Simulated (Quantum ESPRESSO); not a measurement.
Write the native input for Quantum ESPRESSO 7.5 that does the following.

- Task: single point
- Functional: PBE
- Potentials or basis: SSSP 1.3 efficiency PBE
- Cutoff: 748 eV
- Density cutoff: 5987 eV
- k mesh: 6 × 6 × 6
- Occupations: fermi-dirac, width 0.05 eV
- Spin: no spin polarisation
- Mixing beta: 0.5
- Most SCF iterations: 120
- SCF threshold: 2.4e-09 Ry

The system is SiO2.

```
CELL_PARAMETERS angstrom
-2.62334 4.77675 4.44167
2.62334 -4.77675 4.44167
2.62334 4.77675 -4.44167
ATOMIC_POSITIONS crystal
Si 0.26034 0.84494 0.41540
Si 0.07045 0.15506 0.91540
Si 0.73966 0.15506 0.58460
Si 0.92955 0.84494 0.08460
O 0.50000 0.00000 0.50000
O 0.00000 0.00000 0.00000
O 0.79318 0.00000 0.29318
O 0.20682 0.50000 0.20682
O 0.20682 0.00000 0.70682
O 0.79318 0.50000 0.79318
O 0.86931 0.11931 0.75000
O 0.13069 0.88069 0.25000
```

The cell comes from a database or a generator and needn't be the stable form of this composition.

These files were run (other wordings do the same):

pw.in

```
&CONTROL
  calculation = 'scf'
  prefix = 'pwscf'
  outdir = './tmp'
  pseudo_dir = './pseudo'
  tprnfor = .true.
  tstress = .true.
  disk_io = 'nowf'
/
&SYSTEM
  ibrav = 0
  nat = 12
  ntyp = 2
  ecutwfc = 55
  ecutrho = 440
  nbnd = 43
  occupations = 'smearing'
  smearing = 'fd'
  degauss = 0.00367493
/
&ELECTRONS
  conv_thr = 2.4d-09
  electron_maxstep = 120
  mixing_beta = 0.5
/
ATOMIC_SPECIES
Si    28.0850 Si.pbe-n-rrkjus_psl.1.0.0.UPF
O     15.9990 O.pbe-n-kjpaw_psl.0.1.UPF
CELL_PARAMETERS angstrom
  -2.6233364600    4.7767535050    4.4416747250
   2.6233364600   -4.7767535050    4.4416747250
   2.6233364600    4.7767535050   -4.4416747250
ATOMIC_POSITIONS crystal
Si     0.2603409800    0.8449448900    0.4153960900
Si     0.0704512000    0.1550551100    0.9153960900
Si     0.7396590200    0.1550551100    0.5846039100
Si     0.9295488000    0.8449448900    0.0846039100
O      0.5000000000    0.0000000000    0.5000000000
O      0.0000000000    0.0000000000    0.0000000000
O      0.7931754100    0.0000000000    0.2931754100
O      0.2068245900    0.5000000000    0.2068245900
O      0.2068245900    0.0000000000    0.7068245900
O      0.7931754100    0.5000000000    0.7931754100
O      0.8693111300    0.1193111300    0.7500000000
O      0.1306888700    0.8806888700    0.2500000000
K_POINTS automatic
6 6 6 0 0 0
```

Potentials or basis: SSSP 1.3 efficiency PBE.

Command:

```sh
$ OMP_NUM_THREADS=1 mpirun -n 2 pw.x -nk 2 -in pw.in > pw.out
```

Results of the run:

```
Pressure               : 3.7 GPa
Largest force          : 0.325 eV/Å
Band gap on the k mesh : 5.48 eV, direct
```

Wall time 5.1 min on 2 MPI ranks on Arm Neoverse V1, on a shared host, peak memory 1.4 GiB a rank.
